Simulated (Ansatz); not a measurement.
Crystal: Se.

```xyz
1
Lattice="2.8106 0.0000 0.0000 0.0000 2.8106 0.0000 0.0000 0.0000 2.8106" Properties=species:S:1:pos:R:3 pbc="T T T"
Se    0.0000    0.0000    0.0000
```

This isn't the form of Se at room conditions, which is trigonal, of chains.

| Property | Result |
| --- | --- |
| Program | Ansatz 0.2.0 |
| Task | relaxation of cell and atoms |
| Functional | PBEsol |
| Dispersion | D3(BJ) |
| Potentials or basis | Ansatz PAW |
| Cutoff | 420 eV (not typed: the program's choice for these potentials) |
| k mesh | 9 × 9 × 9 |
| Occupations | fermi-dirac, width 0.05 eV |
| Spin | no spin polarisation |

At the start: volume 22.20 Å³/atom.

**Question.** Where does the relaxation end?

**Answer.** It ends after 5 steps and the volume is 21.04 Å³/atom (-5.2 %); space group Pm-3m (No. 221, to 0.05 Å).

The path:
```csv
step,energy change (eV),largest force (eV/Å),volume (Å³)
1,0.0000,0.0000,22.20
2,-0.0046,0.0000,20.13
3,-0.0156,0.0000,21.13
4,-0.0157,0.0000,21.04
5,-0.0156,0.0000,21.04
```

Final structure:
```yaml
crystal:
  lattice:
    - [2.76077, 0.00000, 0.00000]
    - [0.00000, 2.76077, 0.00000]
    - [0.00000, 0.00000, 2.76077]
  atoms:
    - { symbol: Se, position: [0.00000, 0.00000, 0.00000] }
```

Caveat: the plane-wave basis is chosen anew once the cell has moved, so the energies of steps on either side of that aren't comparable; pairwise dispersion overbinds metals, which lowers pressure and volume; the PAW data sets come from PBE, with cores solved anew for the run's functional, which leaves a small shift of forces and pressure.
